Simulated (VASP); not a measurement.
Write the native input for VASP 6.6.1 that does the following.

```
Task                   : band structure
Functional             : PBE
Potentials or basis    : VASP PAW PBE potentials, release 64 (Ge_d)
Cutoff                 : 520 eV
k mesh                 : 6 × 6 × 6
Occupations            : gaussian, width 0.03 eV
Spin                   : spin-orbit coupling, no magnetisation
Further INCAR settings : ALGO = Normal; EDIFF = 1e-06
```

The structure of Ge lies in POSCAR:

```
Ge                                      
1.0
    0.0000000000      2.8370028123      2.8370028123
    2.8370028123      0.0000000000      2.8370028123
    2.8370028123      2.8370028123      0.0000000000
  Ge            
     2
Direct
     0.0000000000000000    0.0000000000000000    0.0000000000000000
     0.2500000000000000    0.2500000000000000    0.2500000000000000
```

The input as run:

INCAR

```
SYSTEM = Ge
PREC = Accurate
ENCUT = 520
EDIFF = 1E-6
ISMEAR = 0
SIGMA = 0.03
LREAL = .FALSE.
LASPH = .TRUE.
NELM = 80
ALGO = Normal
ISIF = 2
LWAVE = .FALSE.
LCHARG = .FALSE.
LNONCOLLINEAR = .TRUE.
MAGMOM = 0 0 0 0 0 0
LORBIT = 11
LSORBIT = .TRUE.
GGA_COMPAT = .FALSE.
GGA = PE
```

KPOINTS

```
regular mesh
0
G
  6 6 6
  0 0 0
```

KPOINTS_OPT

```
explicit points
252
Reciprocal
 0.0000000000  0.0000000000  0.0000000000 1
 0.0357142857  0.0000000000  0.0357142857 1
 0.0714285714  0.0000000000  0.0714285714 1
 0.1071428571  0.0000000000  0.1071428571 1
 0.1428571429  0.0000000000  0.1428571429 1
 0.1785714286  0.0000000000  0.1785714286 1
[... 244 lines left out ...]
 0.4888572500  0.0111427500  0.5000000000 1
 0.5111427500 -0.0111427500  0.5000000000 1
```

Potentials or basis: VASP PAW PBE potentials, release 64 (Ge_d).

Run with:

```console
$ cat potpaw_PBE.64/Ge_d/POTCAR > POTCAR
$ mpirun -np 1 vasp_ncl > vasp.out
```

Results of the run:

- Pressure: 3.1 GPa
- Valence electrons inside the program's atomic spheres: Ge 12.41

Wall time 5.3 min on 1 thread of Intel(R) Xeon(R) 6975P-C (Granite Rapids) (shared host), peak memory 0.29 GiB.
